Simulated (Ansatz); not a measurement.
**HgTe: response to strain**

HgTe is deformed so: zz strain of +3 %. What stress and forces result, by LAPW, PAW and all-electron datasets made for the crystal?

Program: Ansatz 0.2.0. Level of theory: DFT LDA, scalar-relativistic. These are calculated values, not measurements.

## (1) The system as given

It takes space group Fm-3m (No. 225, cubic). Conventional cell: a = 5.843 Å, b = 5.843 Å, c = 5.843 Å, α = 90.00°, β = 90.00°, γ = 90.00°. Around Hg (site symmetry m-3m) lie 6 Te at 2.92 Å. Around Te (site symmetry m-3m) lie 6 Hg at 2.92 Å.

Structure file:

```xyz
2
Lattice="0.0000 2.9215 2.9215 2.9215 0.0000 2.9215 2.9215 2.9215 0.0000" Properties=species:S:1:pos:R:3 pbc="T T T"
Hg    0.0000    0.0000    0.0000
Te    2.9215    2.9215    2.9215
```

Atoms are numbered in the order of the input: Hg1, Te2.

## (2) The deformed structure

Space group Fm-3m before, I4/mmm after.

## (3) All-electron LAPW

input.yaml

```yaml
crystal:
  lattice:
    - [0.0, 2.9215, 3.009145]
    - [2.9215, 0.0, 3.009145]
    - [2.9215, 2.9215, 0.0]
  atoms:
    - { symbol: Hg, position: [0.0, 0.0, 0.0] }
    - { symbol: Te, position: [0.5, 0.5, 0.5] }
kpoints:
  mp_grid: { grid: [10, 10, 10] }
  band_path:
    path:
      - [0.0, 0.0, 0.0]
      - [0.0, 0.5, 0.5]
      - [0.25, 0.75, 0.5]
      - [0.0, 0.5, 0.0]
      - [0.0, 0.0, 0.0]
      - [0.5, 0.5, 0.0]
      - [0.3678244886, 0.6321755114, 0.0]
      - [-0.3678244886, 0.3678244886, 0.0]
      - [0.0, 0.0, 0.0]
    npoints: 5
scf:
  occupations: { method: fermi_dirac, width: 0.08 }
hamiltonian:
  xc: lda
  pseudopotentials: { kind: all_electron, lapw: { basis_error: 0.001 } }
output:
  forces: true
  stress: true
  eigenvalues: true
```

Command:

```
ansatz run input.yaml --threads 1 --pin off --max-ram 3072MiB --backend cpu --events-out ev --progress --plain --runs-dir out
```

## (4) PAW on the default files

input.yaml

```yaml
crystal:
  lattice:
    - [0.0, 2.9215, 3.009145]
    - [2.9215, 0.0, 3.009145]
    - [2.9215, 2.9215, 0.0]
  atoms:
    - { symbol: Hg, position: [0.0, 0.0, 0.0] }
    - { symbol: Te, position: [0.5, 0.5, 0.5] }
kpoints:
  mp_grid: { grid: [10, 10, 10] }
scf:
  occupations: { method: fermi_dirac, width: 0.08 }
hamiltonian:
  xc: lda
  pseudopotentials: { kind: paw }
output:
  forces: true
  stress: true
  eigenvalues: true
  efg: { contact_densities: true }
```

## (5) Datasets made for this crystal

input.yaml: that of step 4 with these lines changed.

```diff
@@ -14,3 +14,3 @@
   xc: lda
-  pseudopotentials: { kind: paw }
+  pseudopotentials: { kind: all_electron, datasets: crystal }
 output:
```

(Steps that only read results are left out.)

What does the calculation give? Wanted: pressure; largest shear or deviatoric stress.

The runs gave:

| quantity | value |
| --- | --- |
| pressure | LAPW 1.65, PAW 1.63, crystal datasets 1.65 GPa |
| largest shear or deviatoric stress (LAPW) | 1.93 GPa |

What this shows: The largest part of the stress beyond the pressure is 1.93 GPa in size, in the zz component; the atoms are carried along and not relaxed. No run of the undeformed cell stands beside it, so the pressure holds what the given cell had before the change. PAW: stress within 0.02 GPa of LAPW. Crystal datasets: stress within 0.01 GPa of LAPW. Spin-orbit coupling is left out, though the cell holds Hg; in elements this heavy it can shift bands and gaps by tenths of an eV.
